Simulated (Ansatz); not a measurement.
A run of Ansatz 0.2.0:

run.py

```python
import json

import ase.io
import numpy as np

import ansatz as az

atoms = ase.io.read("POSCAR", format="vasp")

calculation = (
    az.Crystal.from_ase(atoms)
    .calculation()
    .basis(density_ratio=6)
    .kpoints(8, 8, 8)
    .functional("pbe0")
    .pseudopotentials(kind="paw", source="ansatz")
    .occupations(method="fermi_dirac", width=0.01)
    .populations()
    .bader_charges()
    .forces()
    .stress()
    .band_table(publish=True)
)
outcome = calculation.run(threads=2, events_out="events.jsonl")

report = outcome.report
for line in open("events.jsonl"):
    event = json.loads(line)
    if event["event"] == "scf_iter":
        d = event["data"]
        print(f"SCF {d['iter']:3d}  HF = {d['harris_foulkes_ev']:.6f} eV  dr2 = {d['dr2_ev']:.2e} eV")
    elif event["event"] in ("relax_step", "md_step"):
        d = event["data"]
        print(f"{event['event']} {d['step']:3d}  E = {d['lagrangian_ev']:.6f} eV")
np.set_printoptions(precision=5, suppress=True, linewidth=110)
print("converged:", report["converged"], "after", report["n_iterations"], "iterations")
print(f"free energy {report['free_energy_ev']:.6f} eV, Fermi level {report['fermi_energy_ev']:.4f} eV")
for key in ("band_edges_ev", "magnetization_mub", "site_moments_mub", "site_moments_nc_mub", "forces_ev_ang",
                "stress_gpa"):
    if report.get(key) is not None:
        print(key, np.array(report[key]), sep="\n")
```

POSCAR

```
Ti
1.0
    0.0000000000      2.0300000000      2.0300000000
    2.0300000000      0.0000000000      2.0300000000
    2.0300000000      2.0300000000      0.0000000000
Ti
1
Direct
    0.0000000000      0.0000000000      0.0000000000
```

Potentials or basis: Ansatz PAW earlier set.

Launch:

```bash
$ python run.py
```

Hardware: 2 threads of Arm Neoverse V1, with other jobs on the host.

Task: Estimate the wall time of this run.

Result: Wall time 43 s on 2 threads of Arm Neoverse V1, with other jobs on the host, peak memory 2 GiB. Counts: scf iterations 40, plane waves 749, k points 29, bands 10, engine runs 1.
